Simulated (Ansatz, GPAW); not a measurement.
This is a calculation of Ir for GPAW 26.7.0 (ASE script). Atoms were shifted at random by some hundredths of an Å from the given cell, which wasn't relaxed again for these runs. This isn't the form of Ir at room conditions, which is fcc.

The input run.py:

```python
from ase import Atoms
from ase.dft.bandgap import bandgap
from ase.io import write
from ase.units import GPa
from gpaw import GPAW, PW, setup_paths

setup_paths.insert(0, '.')

atoms = Atoms(['Ir', 'Ir'],
              cell=[[2.7513778946, 0.0, 0.0],
                    [-1.3756889473, 2.3827631521, 0.0],
                    [0.0, 0.0, 4.46229]],
              scaled_positions=[[0.344451, 0.661321, 0.257131],
                                [0.649033, 0.34504, 0.746499]],
              pbc=True)

calc = GPAW(mode=PW(600),
            xc='PBEsol',
            kpts={'size': (11, 11, 6), 'gamma': True},
            occupations={'name': 'fermi-dirac', 'width': 0.05},
            nbands=28,
            convergence={'density': 1e-05, 'energy': 1e-05},
            maxiter=150,
            txt='gpaw.txt')
atoms.calc = calc
energy = atoms.get_potential_energy()
forces = atoms.get_forces()
stress = atoms.get_stress()
calc.write('gs.gpw')
write('result.traj', atoms)
print(f'Energy: {energy:.6f} eV')
print('Forces (eV/A):')
print(forces.round(4))
print('Stress (GPa):', (stress / GPa).round(3))
print('Fermi level:', round(calc.get_fermi_level(), 4), 'eV')
print(f'Gap: {bandgap(calc)[0]:.4f} eV, direct: {bandgap(calc, direct=True)[0]:.4f} eV')
```

Potentials or basis: PAW data sets generated in the run's folder for this functional, pw.

Run with:

```sh
$ gpaw-setup -f PBEsol Ir
$ OMP_NUM_THREADS=1 python run.py
```

What does the same run look like in Ansatz 0.2.0? Potentials or basis there: all-electron LAPW, scalar-relativistic.

As run (cutoffs and basis follow the program's own potentials, and thresholds, step limits or extra output files can differ):

Contents of input.yaml:

```yaml
crystal:
  lattice:
    - [2.7513778946, 0.0, 0.0]
    - [-1.3756889473, 2.3827631521, 0.0]
    - [0.0, 0.0, 4.46229]
  atoms:
    - { symbol: Ir, position: [0.344451, 0.661321, 0.257131] }
    - { symbol: Ir, position: [0.649033, 0.34504, 0.746499] }
kpoints:
  mp_grid: { grid: [11, 11, 6] }
scf:
  occupations: { method: fermi_dirac, width: 0.05 }
hamiltonian:
  xc: pbesol
  pseudopotentials: { kind: all_electron, lapw: { basis_error: 0.001 } }
output:
  forces: true
  stress: true
  eigenvalues: true
  populations: true
```

Potentials or basis: all-electron LAPW, scalar-relativistic.

Run with:

```bash
$ ansatz run input.yaml --threads 1 --pin off --max-ram 3072MiB --backend cpu --events-out ev --progress --plain --runs-dir out
```

Both were run:

|  | GPAW | Ansatz |
| --- | --- | --- |
| Pressure | -12.4 GPa | -11.5 GPa |
| Largest force | 0.736 eV/Å | 0.746 eV/Å |

Where Ansatz's input types no cutoff or centring, it takes its own default and a Γ-centred mesh.

The cell lies far from this level's equilibrium.

Pressure is positive in compression.
